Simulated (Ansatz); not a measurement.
# CaO: the cost of one run

Computed with Ansatz 0.2.0 (reference: DFT, HSE06, plane waves, PAW, unless a step's input says otherwise).

2 further runs of the same task are left out: 2 that didn't finish. Runs told in other sessions of the task aren't counted.

### 1 The structure to begin with

The structure is hexagonal, space group P6_3/mmc (No. 194). Conventional cell: a = 3.320 Å, b = 3.320 Å, c = 5.814 Å, α = 90.00°, β = 90.00°, γ = 120.00°. Ca (site symmetry -3m) is surrounded by 6 O at 2.41 Å. Around O (site symmetry -6m2) lie 6 Ca at 2.41 Å.

As a file:

```
Ca O
1.0
     3.31994    0.00000    0.00000
    -1.65997    2.87515    0.00000
     0.00000    0.00000    5.81431
Ca O
2 2
Direct
  0.00000 0.00000 0.00000
  0.00000 0.00000 0.50000
  0.33333 0.66667 0.25000
  0.66667 0.33333 0.75000
```

### 2 Baseline

The input, input.yaml:

```yaml
crystal:
  lattice:
    - [3.3199366349, 0.0, 0.0]
    - [-1.6599683174, 2.8751494647, 0.0]
    - [0.0, 0.0, 5.8143085363]
  atoms:
    - { symbol: Ca, position: [0.0, 0.0, 0.0] }
    - { symbol: Ca, position: [0.0, 0.0, 0.5] }
    - { symbol: O, position: [0.3333333333, 0.6666666667, 0.25] }
    - { symbol: O, position: [0.6666666667, 0.3333333333, 0.75] }
kpoints:
  mp_grid: { grid: [6, 6, 2] }
hamiltonian:
  xc: hse06
scf:
  occupations: { method: fixed }
  n_extra_bands: 5
output:
  forces: true
  stress: true
  eigenvalues: true
```

On the command line:

```sh
> ansatz run input.yaml --threads 4 --pin off --max-ram 3686MiB --backend cpu --events-out ev --progress --plain --runs-dir out
```

What time and memory should one allow on 4 threads of Arm Neoverse N1, shared host?

About 12 s, with a peak of 0.77 GiB.
